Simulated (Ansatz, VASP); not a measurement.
One calculation of Be, two programs

File INCAR:

```
  ALGO = Normal
  EDIFF = 1E-6
  ENCUT = 520
  GGA = PE
  ISIF = 2
  ISMEAR = 0
  LASPH = True
  LCHARG = False
  LREAL = False
  LWAVE = False
  NBANDS = 9
  NELM = 100
  PREC = Accurate
  SIGMA = 0.15
```

Contents of KPOINTS:

```
k-points
0
Gamma
  24 24 14
```

File POSCAR:

```
Be
1.0
    2.2995019849      0.0000000000      0.0000000000
   -1.1497509925      1.9914271350      0.0000000000
    0.0000000000      0.0000000000      3.6909225000
Be
2
Direct
    0.3333333333      0.6666666667      0.2500000000
    0.6666666667      0.3333333333      0.7500000000
```

Input for Ansatz:

```yaml
crystal:
  lattice:
    - [2.2995019849, 0.0, 0.0]
    - [-1.1497509925, 1.991427135, 0.0]
    - [0.0, 0.0, 3.6909225]
  atoms:
    - { symbol: Be, position: [0.3333333333, 0.6666666667, 0.25] }
    - { symbol: Be, position: [0.6666666667, 0.3333333333, 0.75] }
basis:
  ecutwfc: 420
kpoints:
  mp_grid: { grid: [24, 24, 14] }
hamiltonian:
  xc: pbe
scf:
  occupations: { method: gaussian, width: 0.15 }
output:
  forces: true
  stress: true
  eigenvalues: true
```

Change from the starting cell: strain +0.000 along x and y, +0.025 along z, atoms carried along.

Alike in both runs: task single point; functional PBE; k mesh 24 × 24 × 14; occupations gaussian, width 0.15 eV; no spin polarisation.

|  | VASP | Ansatz |
| --- | --- | --- |
| version | VASP 6.6.1 | Ansatz 0.2.0 |
| potentials or method | VASP PAW PBE potentials, release 64 (Be) | scalar-relativistic, plane waves, PAW |
| plane-wave cutoff (eV) | 520 | 420 |
| valence electrons in the cell | 4 | 4 |

|  | VASP | Ansatz | Ansatz less VASP |
| --- | --- | --- | --- |
| gap on the k mesh at the Fermi level (eV) | none | none | - |
| pressure (GPa) | -7.3 | -7.5 | -0.12 |
| largest component of the traceless stress (GPa) | 4.78 | 4.79 | +0.013 |

A gap of «none» marks a metal or a gap that the smearing closes.
